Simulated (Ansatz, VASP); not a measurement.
# One calculation of CaSe, two programs

File INCAR:

```
SYSTEM = CaSe
PREC = Accurate
ENCUT = 520
EDIFF = 1E-6
ISMEAR = -1
SIGMA = 0.02
LREAL = .False.
LASPH = .True.
NELM = 60
ALGO = Normal
ISIF = 2
LWAVE = .False.
LCHARG = .False.
GGA = PE
NBANDS = 15
```

Contents of KPOINTS:

```
regular mesh
0
Gamma
  8 8 8
  0 0 0
```

File POSCAR:

```
CaSe
1.0
    0.0000000000      3.0862365148      2.9283868856
    3.0862365148      0.0000000000      2.9283868856
    3.0862365148      3.0862365148      0.0000000000
Ca Se
1 1
Direct
    0.0000000000      0.0000000000      0.0000000000
    0.5000000000      0.5000000000      0.5000000000
```

Input for Ansatz:

```yaml
crystal:
  lattice:
    - [0.0, 3.0862365148, 2.9283868856]
    - [3.0862365148, 0.0, 2.9283868856]
    - [3.0862365148, 3.0862365148, 0.0]
  atoms:
    - { symbol: Ca, position: [0.0, 0.0, 0.0] }
    - { symbol: Se, position: [0.5, 0.5, 0.5] }
kpoints:
  mp_grid: { grid: [8, 8, 8] }
  band_path:
    path:
      - [0.0, 0.0, 0.0]
      - [0.5, 0.0, 0.5]
      - [0.625, 0.25, 0.625]
      - [0.375, 0.375, 0.75]
      - [0.5, 0.5, 0.5]
      - [0.5, 0.25, 0.75]
      - [0.5, 0.5, 0.0]
    npoints: 1
hamiltonian:
  xc: pbe
scf:
  occupations: { method: fermi_dirac, width: 0.02 }
  n_extra_bands: 4
output:
  forces: true
  stress: true
  eigenvalues: true
```

Change from the starting cell: epitaxial_xy strain +4.0%.

Alike in both runs: task single point; functional PBE; k mesh 8 × 8 × 8; occupations fermi-dirac, width 0.02 eV; no spin polarisation.

|  | VASP | Ansatz |
| --- | --- | --- |
| version | VASP 6.6.1 | Ansatz 0.2.0 |
| potentials or method | VASP PAW PBE potentials, release 64 (Ca_sv, Se) | plane waves, PAW |
| plane-wave cutoff (eV) | 520 | 420 |
| valence electrons in the cell | 16 | 26 |

|  | VASP | Ansatz | Ansatz less VASP |
| --- | --- | --- | --- |
| gap on the k mesh at the Fermi level (eV) | 2.17 | 2.17 | +0.007 |
| pressure (GPa) | -1.9 | -2.0 | -0.13 |
| largest component of the traceless stress (GPa) | 2.55 | 2.50 | -0.049 |

The two sets of potentials don't hold the same shells in valence.

A k mesh can miss the band edges.
